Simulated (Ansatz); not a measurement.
## Band structure of AgI

```yaml
crystal:
  lattice:
    - [0.00000, 3.23650, 3.23650]
    - [3.23650, 0.00000, 3.23650]
    - [3.23650, 3.23650, 0.00000]
  atoms:
    - { symbol: Ag, position: [0.00000, 0.00000, 0.00000] }
    - { symbol: I, position: [0.75000, 0.75000, 0.75000] }
```

Atom numbers follow the list: Ag1, I2.

The cell is COD entry 9008829, as deposited and not checked against the literature; nothing was relaxed. It differs from other determinations.

Method: DFT, PBE, all-electron LAPW, Dirac equation with spin-orbit coupling (Ansatz 0.2.0).

Numerical set-up: a Γ-centred 7×7×7 k mesh, Fermi–Dirac smearing of 0.01 eV, basis error target 0.5 meV/atom, no spin polarisation.

Points in fractions of the reciprocal vectors of this cell: Γ (0, 0, 0), X (-0.5, -0.5, 0), U (-0.375, -0.375, 0.25), K (-0.375, 0, 0.375), L (0, 0, 0.5), W (-0.5, -0.25, 0.25). The path runs Γ–X–U–K–Γ–L–W–X. Energies are in eV from the top of the valence band; (×n) counts levels within 4 meV of each other, which need not be degenerate by symmetry.

(1) Is there a gap, and where are the band edges?

(2) List the levels between -8 and 6 eV at the symmetry points.

Results:

(1) 1.11 eV, direct at Γ.

(2) 
Γ: -4.65 (×2), -4.53 (×4), -3.31 (×4), -0.65 (×2), 0.00 (×4), 1.11 (×2), 5.33 (×2), 5.61 (×4)
X: -4.87 (×2), -4.23 (×2), -3.91 (×2), -3.39 (×2), -3.02 (×2), -2.81 (×2), -2.24 (×2), -1.84 (×2), 3.36 (×2), 3.62 (×2)
U: -4.69, -4.68, -4.32, -4.22, -3.99, -3.85, -3.53, -3.49, -3.16 (×2), -3.01, -2.92, -2.28, -2.21, -1.66, -1.62, 3.67, 3.72, 4.68, 4.88
K: -4.69, -4.68, -4.32, -4.22, -3.99, -3.85, -3.53, -3.49, -3.16 (×2), -3.01, -2.92, -2.28, -2.21, -1.66, -1.62, 3.67, 3.72, 4.68, 4.88
L: -4.65 (×2), -4.41 (×2), -4.19 (×2), -3.58 (×2), -3.19 (×2), -3.02 (×2), -1.11 (×2), -0.79 (×2), 2.53 (×2), 5.95 (×2)
W: -4.59, -4.53, -4.46, -4.12, -4.08, -3.99, -3.55, -3.34, -3.20, -3.07, -2.91, -2.86, -2.43, -2.39, -1.84, -1.83, 4.35, 4.72, 4.98, 5.02
